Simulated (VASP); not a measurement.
# P in VASP: relaxation of cell and atoms with r2SCAN+rVV10

Aim: the relaxation of cell and atoms of P with r2SCAN+rVV10.

Program: VASP 6.6.1. These are calculated values, not measurements. Logs are shortened: lines on timing, memory, paths and dates and some standing lists are left out, and cuts for length are marked.

**1. The structure**

The cell holds a sheet with vacuum, 4 atoms: a = 3.300 Å, b = 4.600 Å, c = 18.100 Å, α = 90.00°, β = 90.00°, γ = 90.00°.

The cell was built by a generator and needn't be a form met in nature.

**2. Relaxation of cell and atoms, r2SCAN+rVV10**

File INCAR:

```
SYSTEM = P
PREC = Accurate
ENCUT = 600
EDIFF = 1E-6
ISMEAR = 0
SIGMA = 0.03
LREAL = .FALSE.
LASPH = .TRUE.
NELM = 120
ALGO = Normal
ISIF = 3
LWAVE = .FALSE.
LCHARG = .FALSE.
METAGGA = R2SCAN
LMIXTAU = .TRUE.
LUSE_VDW = .TRUE.
IVDW_NL = 2
BPARAM = 11.95
CPARAM = 0.0093
IBRION = 2
NSW = 40
EDIFFG = -0.005
LATTICE_CONSTRAINTS = .TRUE. .TRUE. .FALSE.
```

File KPOINTS:

```
regular mesh
0
G
  10 8 1
  0 0 0
```

File POSCAR:

```
P
1.0
    3.3000000000      0.0000000000      0.0000000000
    0.0000000000      4.6000000000      0.0000000000
    0.0000000000      0.0000000000     18.1000000000
P
4
Direct
    0.0000000000      0.0900000000      0.4419889500
    0.5000000000      0.4100000000      0.4419889500
    0.5000000000      0.5900000000      0.5580110500
    0.0000000000      0.9100000000      0.5580110500
```

Potentials or basis: VASP PAW PBE potentials, release 64 (P).

Launch:

```sh
$ cat potpaw_PBE.64/P/POTCAR > POTCAR
$ mpirun -np 1 vasp_std > vasp.out
```

OUTCAR:

```text
SYSTEM = P
   PREC = Accurate
   ENCUT = 600
   EDIFF = 1E-6
   ISMEAR = 0
   LREAL = .FALSE.
   LASPH = .TRUE.
   NELM = 120
   ISIF = 3
   METAGGA = R2SCAN
   IVDW_NL = 2
   BPARAM = 11.95
   IBRION = 2
   NSW = 40
   EDIFFG = -0.005

 ion  position               nearest neighbor table
   1  0.000  0.090  0.442-   2 2.21   2 2.21   4 2.26
   2  0.500  0.410  0.442-   1 2.21   1 2.21   3 2.26
   3  0.500  0.590  0.558-   4 2.21   4 2.21   2 2.26
   4  0.000  0.910  0.558-   3 2.21   3 2.21   1 2.26

  LATTYP: Found a simple orthorhombic cell.
 ALAT       =     3.3000000000
 B/A-ratio  =     1.3939393939
 C/A-ratio  =     5.4848484848

  Lattice vectors:

 A1 = (   3.3000000000,   0.0000000000,   0.0000000000)
 A2 = (   0.0000000000,   4.6000000000,   0.0000000000)
 A3 = (   0.0000000000,   0.0000000000,  18.1000000000)

Analysis of symmetry for initial positions (statically):
=====================================================================
 Subroutine PRICEL returns:
 Original cell was already a primitive cell.

 Routine SETGRP: Setting up the symmetry group for a
 simple orthorhombic supercell.

 Subroutine GETGRP returns: Found  8 space group operations
 (whereof  4 operations were pure point group operations)
 out of a pool of  8 trial point group operations.

The static configuration has the point symmetry C_2h.
 The point group associated with its full space group is D_2h.

Analysis of symmetry for dynamics (positions and initial velocities):
=====================================================================
 Subroutine PRICEL returns:
 Original cell was already a primitive cell.

 Routine SETGRP: Setting up the symmetry group for a
 simple orthorhombic supercell.

 Subroutine GETGRP returns: Found  8 space group operations
 (whereof  4 operations were pure point group operations)
 out of a pool of  8 trial point group operations.

The dynamic configuration has the point symmetry C_2h.
 The point group associated with its full space group is D_2h.

 Subroutine INISYM returns: Found  8 space group operations
 (whereof  4 operations are pure point group operations),
 and found     1 'primitive' translations

[... 119 lines left out ...]
  volume/ion in A,a.u.               =      68.69       463.54
  Fermi-wavevector in a.u.,A,eV,Ry     =   0.683546  1.291716  6.357129  0.467236
  Thomas-Fermi vector in A             =   1.762942
   LORBIT       =      0    0 simple, 1 ext, 2 COOP (PROOUT), +10 PAW based schemes
   METAGGA = R2SCAN    functional components
   LHFCALC =     F    Hartree Fock is set to
   AEXX    =    0.0000 exact exchange contribution
   IVDW_NL    =     2    kernel type
   BPARAM     =11.9500
   IVDW    =     0    specifies the selected vdW correction
   LEPSILON=     F    determine dielectric tensor
   LRPA    =     F    only Hartree local field effects (RPA)
 conjugate gradient relaxation of ions
 non-spin polarized calculation
 Gauss-broadening in eV      SIGMA  =   0.03
  energy-cutoff  :      600.00
  volume of cell :      274.76
 maximum number of plane-waves:      9213
 NGX is ok and might be reduce to    28
   NGX = 13   NGY = 19   NGZ = 73

--------------------------------------- Ionic step        1  -------------------------------------------

 number of electron      19.9999997 magnetization

 Free energy of the ion-electron system (eV)
  ---------------------------------------------------
  ext. energy  EPLUGINS =         0.00000000
  ---------------------------------------------------
  free energy    TOTEN  =       -35.21239497 eV

  energy without entropy =      -35.21239497  energy(sigma->0) =      -35.21239497

------------------------ aborting loop because EDIFF is reached ----------------------------------------

  FORCE on cell =-STRESS in cart. coord.  units (eV):
  Direction    XX          YY          ZZ          XY          YZ          ZX
  --------------------------------------------------------------------------------------
  -------------------------------------------------------------------------------------
  Total       -0.8481381     -0.6386291     -0.6040173      0.0000000      0.0000000      0.0000000
  in kB       -4.9456892     -3.7239939     -3.5221643      0.0000000      0.0000000      0.0000000
  external PRESSURE =      -4.0639491 kB  Pullay stress =       0.0000000 kB
[... 177 lines left out ...]
--------------------------------------- Ionic step        6  -------------------------------------------

 number of electron      19.9999998 magnetization

 Free energy of the ion-electron system (eV)
  ---------------------------------------------------
  ext. energy  EPLUGINS =         0.00000000
  ---------------------------------------------------
  free energy    TOTEN  =       -35.21881297 eV

  energy without entropy =      -35.21881297  energy(sigma->0) =      -35.21881297

 E-fermi :  -1.9134     XC(G=0):  -3.3731

 val. band max:       -2.0767946062   @ k =   0.0000   0.0000   0.0000
 cond. band min:      -1.0270002413   @ k =   0.0000   0.0000   0.0000
 fundamental gap:      1.0497943649
 Fermi energy:        -1.9134175931

 k-point     1 :       0.0000    0.0000    0.0000
  band No.  band energies     occupation
      1     -18.0237      2.00000
      2     -15.3705      2.00000
      3     -11.7396      2.00000
      4      -8.1797      2.00000
      5      -6.8962      2.00000
      6      -6.8297      2.00000
      7      -5.7782      2.00000
      8      -4.0896      2.00000
      9      -3.8534      2.00000
     10      -2.0768      2.00000
     11      -1.0270      0.00000
     12      -0.2495      0.00000
     13       0.8970      0.00000
     14       1.5087      0.00000
[... 377 lines left out ...]
      1     -14.6940      2.00000
      2     -14.6940      2.00000
      3     -12.4550      2.00000
      4     -12.4550      2.00000
      5      -7.5368      2.00000
      6      -7.5368      2.00000
      7      -6.5410      2.00000
      8      -6.5410      2.00000
      9      -3.3205      2.00000
     10      -3.3205      2.00000
     11       0.4663      0.00000
     12       0.4663      0.00000
     13       1.5045      0.00000
     14       1.5045      0.00000

 [... further k-points ...]

------------------------ aborting loop because EDIFF is reached ----------------------------------------

  FORCE on cell =-STRESS in cart. coord.  units (eV):
  Direction    XX          YY          ZZ          XY          YZ          ZX
  --------------------------------------------------------------------------------------
  -------------------------------------------------------------------------------------
  Total        0.0006052      0.0065972     -0.0224284      0.0000000      0.0000000      0.0000000
  in kB        0.0035654      0.0388628     -0.1321215      0.0000000      0.0000000      0.0000000
  external PRESSURE =      -0.0298978 kB  Pullay stress =       0.0000000 kB
[... 19 lines left out ...]
  FREE ENERGIE OF THE ION-ELECTRON SYSTEM (eV)
  ---------------------------------------------------
  free  energy   TOTEN  =       -35.2188129703 eV

  energy  without entropy=      -35.2188129703  energy(sigma->0) =      -35.21881297

 reached required accuracy - stopping structural energy minimisation
```

OSZICAR:

```text
N       E                     dE             d eps       ncg     rms          rms(c)
DAV:   1     0.126207858065E+03    0.12621E+03   -0.70820E+03   840   0.114E+03
DAV:   2    -0.231839634425E+02   -0.14939E+03   -0.14461E+03  1346   0.186E+02
DAV:   3    -0.387713066981E+02   -0.15587E+02   -0.15541E+02  1116   0.708E+01
[... 103 lines left out ...]
DAV:   6    -0.352188074786E+02   -0.11245E-04   -0.51835E-06   852   0.225E-02    0.147E-03
DAV:   7    -0.352188093550E+02   -0.18765E-05   -0.13668E-07   750   0.511E-03    0.934E-04
DAV:   8    -0.352188110146E+02   -0.16595E-05   -0.19193E-07   606   0.529E-03    0.303E-04
DAV:   9    -0.352188133413E+02   -0.23267E-05   -0.46793E-07   612   0.831E-03    0.972E-05
DAV:  10    -0.352188129703E+02    0.37100E-06   -0.15390E-07   600   0.578E-03
   6 F= -.35218813E+02 E0= -.35218813E+02  d E =-.365672E-04
```

Wall time 77 min (1 thread of Intel Xeon Platinum 8488C (Sapphire Rapids), shared host); peak memory 1.1 GiB.

Results:

```
Free energy                            : -35.2188 eV
Relaxed volume                         : 67.99 Å³/atom
Relaxed cell                           : a = 3.281 Å, b = 4.579 Å, c = 18.100 Å, α = 90.00°, β = 90.00°, γ = 90.00°
Space group after relaxing (to 0.05 Å) : Pmna (No. 53)
Energy gained by relaxing              : 1.6 meV/atom
Ionic steps                            : 6
Largest force after relaxing           : 0.004 eV/Å
Band gap on the k mesh                 : 1.05 eV, direct
```

Forces in eV/Å, atoms in the order of the input:
```
P    0.000  0.004  0.002
P    0.000 -0.004  0.002
P    0.000  0.004 -0.002
P    0.000 -0.004 -0.002
```

The path:
| step | energy change (eV) | largest force (eV/Å) | pressure (GPa) | volume (Å³) |
| --- | --- | --- | --- | --- |
| 1 | 0.0000 | 0.1664 | -0.41 | 274.76 |
| 2 | -0.0028 | 0.1556 | 0.24 | 269.85 |
| 3 | -0.0057 | 0.0860 | -0.04 | 271.86 |
| 4 | -0.0064 | 0.0133 | 0.00 | 271.86 |
| 5 | -0.0064 | 0.0135 | 0.00 | 271.86 |
| 6 | -0.0064 | 0.0039 | 0.00 | 271.98 |

Final structure:
```cif
data_structure
_symmetry_space_group_name_H-M 'P 1'
_symmetry_Int_Tables_number 1
_cell_length_a 3.2813
_cell_length_b 4.5794
_cell_length_c 18.1000
_cell_angle_alpha 90.000
_cell_angle_beta 90.000
_cell_angle_gamma 90.000
_cell_volume 271.98
loop_
_atom_site_label
_atom_site_type_symbol
_atom_site_fract_x
_atom_site_fract_y
_atom_site_fract_z
_atom_site_occupancy
P1 P 0.00000 0.09023 0.44244 1
P2 P 0.50000 0.40977 0.44244 1
P3 P 0.50000 0.59023 0.55756 1
P4 P 0.00000 0.90977 0.55756 1
```

Caveat: the PAW data sets were made with another functional, which shifts forces and pressure a little. r2SCAN opens gaps a little over a GGA but as a rule still falls short of measured ones.
